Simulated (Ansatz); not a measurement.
Runs of Ansatz 0.2.0 on HfC. Symmetry: Fm-3m, No. 225, cubic system. The conventional cell has a = 4.650 Å, b = 4.650 Å, c = 4.650 Å, α = 90.00°, β = 90.00°, γ = 90.00°. Around Hf (site symmetry m-3m) lie 6 C at 2.33 Å. C (site symmetry m-3m) has 6 Hf at 2.33 Å as nearest neighbours. 

```tsv
task	level	potentials or basis	spin	U	fixed moment (μB)	cell	cutoff (eV)	smearing	start of the occupations	double counting	hubbard projectors	basis error allowed	gap on the mesh (eV)	pressure (GPa)	moment (μB)
relaxation of cell and atoms	LDA	all-electron LAPW, non-relativistic	collinear, random start	-	-	relaxed from: volume scaled by 0.88	-	gaussian 0.025 eV	-	-	-	0.001 eV/atom	-	0.0	0.00
single point	RPBE+D3(BJ)+ATM+U	all-electron LAPW, inner shells corrected to Dirac's equation	collinear, random start	Hf d U = 6.2 eV	-	as given	302	cold 0.025 eV	low_spin	fll	atomic	0.001 eV/atom	0.35	-31.5	0.00
single point	Slater exchange only	all-electron LAPW, scalar-relativistic	collinear, ferromagnetic start	-	1.0	atoms moved at random, drawn with an rms of 0.15 Å	335	fermi-dirac 0.1 eV	-	-	-	0.001 eV/atom	-	4.7	-
electron localisation function	PBE	all-electron PAW datasets made for the crystal	off	-	-	volume scaled by 1.04	400	fermi-dirac 0.15 eV	-	-	-	-	(a)	-8.2	-
```

Alike in all rows: k mesh 10 × 10 × 10.

Problem. Fill in the values left out.

Solution. (a) none.

Caveats: the starting moments weren't kept (some runs); relativity is left out, which matters for the heavier elements (some runs); a pressure of tens of GPa on the cell as given is suspect, and the run, the potentials or the cell itself is likely at fault (some runs); U is the effective U less J, on atomic orbitals that reach past the spheres (some runs); spin-orbit coupling is left out, which moves the levels of the heavy elements (some runs); the U is typed as a test and isn't derived for this compound (some runs); the total moment is fixed, so each spin has its own Fermi level (some runs).

A k mesh can miss the band edges, and the runs leave out spin-orbit coupling on Hf.

The runs don't all hold the same shells in valence.
